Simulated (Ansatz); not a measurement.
**TaN: work and stress of cleavage**

These are results of DFT PBE, scalar-relativistic, plane waves, PAW in Ansatz 0.2.0, not measurements. Cutoff 420 eV, Γ-centred 22×22×4 k-points, Gaussian smearing of 0.15 eV. Spin–orbit coupling is left out, which can shift energies with elements as heavy as these. No spin polarisation. Energies are free energies at this smearing, counted from the undisturbed cell; pressure is positive in compression.

The undisturbed cell (relaxed at this level; this rock-salt form isn't the usual structure):

```xyz
12
Lattice="2.2086 -2.2086 0.0000 2.2086 0.0000 -2.2086 8.8345 8.8345 8.8345" Properties=species:S:1:pos:R:3 pbc="T T T"
Ta    5.5216    1.1043    1.1043
Ta    1.1043    1.1043    1.1043
Ta    5.5216    3.3130    3.3130
Ta    9.9389    5.5216    5.5216
Ta    5.5216    5.5216    5.5216
Ta    9.9389    7.7302    7.7302
N     3.3130    3.3130    3.3130
N     3.3130    1.1043    1.1043
N     7.7302    3.3130    3.3130
N     7.7302    7.7302    7.7302
N     7.7302    5.5216    5.5216
N     3.3130   -1.1043   -1.1043
```

The cut lies on the cell's a–b face, a (1 1 1) plane (indices in the standard cell, whose axes needn't be the Cartesian ones shown) of area 8.45 Å², between layers 1.28 Å apart. Vector c is lengthened by d along the normal with the atoms' Cartesian places fixed: one unrelaxed cut a cell. The traction is positive where the two halves pull on each other.

| d (Å) | energy (J/m²) | traction (GPa) |
| --- | --- | --- |
| 0.00 | 0.00 | 0.2 |
| 0.50 | 1.27 | 39.1 |
| 1.00 | 3.14 | 31.5 |
| 2.00 | 4.82 | 6.7 |
| 3.00 | 5.16 | 1.4 |
| 6.00 | 5.29 | 0.1 |

Task: What are the work of separation and the cleavage stress, and do they fit the universal binding curve?

Result: The energy levels off near W ≈ 5.29 J/m² (the traction is down to 0.1 GPa), the energy of the two unrelaxed faces, 2.64 J/m² each on average. The largest sampled traction is 39.1 GPa at d = 0.50 Å, and a parabola through it and its two neighbours peaks at σ_max ≈ 41.7 GPa, d ≈ 0.67 Å. The curve E = W[1 − (1 + d/ℓ)exp(−d/ℓ)] peaks in traction at d = ℓ with σ_max = W/(eℓ); with 1 J/m² per Å = 10 GPa this W and σ_max give ℓ = 0.47 Å. A parabola through that curve at the same three d peaks at 0.63 Å, against 0.67 Å here, a fair fit. Real crystals break at far lower stress, because cracks concentrate it, and on the plane of lowest W, which needn't be this one.

The cut is rigid; relaxing the faces lowers these energies and usually the stresses.

In a metal these slopes depend on the k mesh and the smearing.

Cost: 6 runs of about 28 core-minutes in all, on Intel Xeon Processor @ 2.50GHz (Skylake/Cascade Lake) (shared hosts).